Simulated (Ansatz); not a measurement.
# A strain series on BN (P6_3/mmc): epitaxial in the xy plane

A 4-atom cell of BN started from a crystallographic database, relaxed with r2SCAN+rVV10 in the PAW code Ansatz, then strained (epitaxial in the xy plane; changes of length per length, axes as in the cell below) with the atoms relaxed again within the symmetry that is left. It is hexagonal, P6_3/mmc (No. 194); conventional cell a = 2.501 Å, c = 6.524 Å, 8.83 Å³ an atom. B is surrounded by 3 N at 1.44 Å; N is surrounded by 3 B at 1.44 Å. The values are computed, spin-unpolarised, and not measurements.

```yaml
crystal:
  lattice:
    - [2.50058, 0.00000, 0.00000]
    - [-1.25029, 2.16557, 0.00000]
    - [0.00000, 0.00000, 6.52364]
  atoms:
    - { symbol: B, position: [0.33333, 0.66667, 0.25000] }
    - { symbol: B, position: [0.66667, 0.33333, 0.75000] }
    - { symbol: N, position: [0.33333, 0.66667, 0.75000] }
    - { symbol: N, position: [0.66667, 0.33333, 0.25000] }
```

Gaps are the least over each mesh (PBE 12×12×4, r2SCAN 12×12×4, HSE06 9×9×4 when unstrained) and the special points, which keep their unstrained names.

```
strain (%)  free normal strain (%)  gap, PBE (eV)  gap, r2SCAN (eV)  gap, HSE06 (eV)                edges, HSE06
     -5.46                   -0.01          4.478             5.031            5.783              Γ–K (0.93) → M
       0.0                    0.00          4.210             4.764            5.518              Γ–K (0.91) → M
     +4.46                   -0.58          3.971             4.526            5.283  (0.294, 0.294, -0.003) → M
```

Problem. Estimate the row for a strain of -4.56 %.

Solution.
```
strain (%)  free normal strain (%)  gap, PBE (eV)  gap, r2SCAN (eV)  gap, HSE06 (eV)    edges, HSE06
     -4.56                   +0.01          4.436             4.989            5.741  Γ–K (0.92) → M
```

Between zero and the nearest strains the slope of the HSE06 gap against strain is -0.049 eV per percent for negative and -0.053 for positive strain.

Where an edge lies off the special points, it is a point of the mesh or the k point where a search put PBE's edge or least direct gap, reused for the other functionals, whose own edges may lie a little apart.

Coordinates of k points refer to the reciprocal vectors of the primitive cell of the runs.

The meshes of the hybrids are coarse, so their gaps aren't converged to the digits shown.
